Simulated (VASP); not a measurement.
## HgTe: electric field gradients with PBEsol

Crystal: HgTe.

```
Hg Te
1.0
     0.00000    2.92150    2.92150
     2.92150    0.00000    2.92150
     2.92150    2.92150    0.00000
Hg Te
1 1
Cartesian
  0.0000 0.0000 0.0000
  2.9215 2.9215 2.9215
```

Measurements of this composition are mostly on another form, of space group No. 216.

- Program: VASP 6.6.1
- Task: electric field gradients
- Functional: PBEsol
- Potentials or basis: VASP PAW PBE potentials, release 64 (Hg, Te)
- Cutoff: 520 eV
- k mesh: 12 × 12 × 12
- Occupations: fermi-dirac, width 0.08 eV
- Spin: no spin polarisation
- Dipole correction: no
- Further INCAR settings: ALGO = Normal; EDIFF = 1e-08; NBANDS = 16

| Item | Value |
| --- | --- |
| Pressure | 6.4 GPa |
| Band gap on the k mesh | none (metal or under the smearing width) |

Levels at points of the mesh, in eV from the Fermi level:
```
           k point  band 6  band 7  band 8  band 9  band 10  band 11  band 12  band 13
(0.00, 0.00, 0.00)   -7.14   -0.88   -0.88   -0.88    -0.40     7.71     7.71     7.71
(0.50, 0.00, 0.00)   -6.90   -6.04    0.46    0.46     2.40     3.73     3.73     4.35
(0.50, 0.50, 0.00)   -5.95   -5.20   -2.95   -2.81    -2.81     4.60     9.88     9.88
```

Electric field gradients, principal values (V/Å²):
```
atom    Vxx    Vyy    Vzz
1 Hg  0.000  0.000  0.001
2 Te  0.000  0.000  0.000
```

Run time: 20 s on 1 thread of Intel(R) Xeon(R) 6975P-C (Granite Rapids) (shared host), peak memory 0.21 GiB.

Caveat: the PAW data sets were made with another functional, which shifts forces and pressure a little. The run has no spin-orbit coupling, so splittings on Hg, Te are missing.
